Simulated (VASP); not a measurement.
A run of VASP 6.6.1:

INCAR

```
  PREC = Accurate
  ENCUT = 520
  EDIFF = 1E-7
  ISMEAR = 0
  SIGMA = 0.02
  LREAL = F
  LASPH = T
  NELM = 100
  ALGO = Fast
  ISIF = 2
  LWAVE = F
  LCHARG = T
  LNONCOLLINEAR = T
  MAGMOM = 0 0 0 0 0 0
  LORBIT = 11
  LSORBIT = T
  GGA_COMPAT = F
  LVHAR = T
```

The input KPOINTS:

```
regular mesh
0
Gamma
  8 8 8
```

POSCAR

```
GaAs
1.0
    0.0000000000      2.8265000000      2.8265000000
    2.8265000000      0.0000000000      2.8265000000
    2.8265000000      2.8265000000      0.0000000000
Ga As
1 1
Direct
    0.0000000000      0.0000000000      0.0000000000
    0.2500000000      0.2500000000      0.2500000000
```

Potentials or basis: VASP PAW LDA potentials, release 64 (Ga_d, As).

Run with:

```bash
$ cat potpaw_LDA.64/Ga_d/POTCAR potpaw_LDA.64/As/POTCAR > POTCAR
$ mpirun -np 1 vasp_ncl > vasp.out
```

Hardware: 1 thread of AMD EPYC 9R45 96-Core Processor (Zen 5) (shared host).

Task: How long does it take, and how much memory?

Result: It took 83 s on 1 thread of AMD EPYC 9R45 96-Core Processor (Zen 5), on a shared host, peak memory 0.24 GiB. Counts: scf iterations 15, k points 43.
